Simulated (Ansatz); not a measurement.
SnO:

```
CELL_PARAMETERS angstrom
3.81370 0.00000 0.00000
0.00000 3.81370 0.00000
0.00000 0.00000 4.88691
ATOMIC_POSITIONS crystal
Sn 0.50000 0.00000 0.76463
Sn 0.00000 0.50000 0.23537
O 0.00000 0.00000 0.00000
O 0.50000 0.50000 0.00000
```

The cell is a database's computed one.

Base run:

| Quantity | Value |
| --- | --- |
| Program | Ansatz 0.2.0 |
| Functional | r2SCAN |
| Potentials or basis | Ansatz PAW |
| Cutoff | 500 eV |
| Density cutoff | 2000 eV |
| k mesh | 7 × 7 × 6 |
| Occupations | fermi-dirac, width 0.05 eV |
| Spin | no spin polarisation |

Its results: band gap on the k mesh 0.50 eV, indirect (least direct gap 2.41 eV); pressure -0.5 GPa; largest force 0.130 eV/Å.

Problem. The run is repeated on the same cell with these changes: functional from r2SCAN to revPBE; cutoff from 500 eV to 420 eV; density cutoff from 2000 eV to 1680 eV. What comes out?

Solution. Band gap on the k mesh 0.36 eV, indirect (least direct gap 2.09 eV); pressure 5.5 GPa; largest force 0.504 eV/Å.

r2SCAN gives the wider gap, since meta-GGAs in the generalised Kohn-Sham scheme recover part of the derivative discontinuity.

Caveats: the k mesh misses the band edges, so the gap on the mesh is wider than the one along the path; spin-orbit coupling is left out, which moves the levels of the heavy elements; the PAW data sets come from PBE, with cores solved anew for the run's functional, which leaves a small shift of forces and pressure; the potentials were made for another functional, which shifts forces and pressure (some runs).

Not every run made on this cell is shown here.
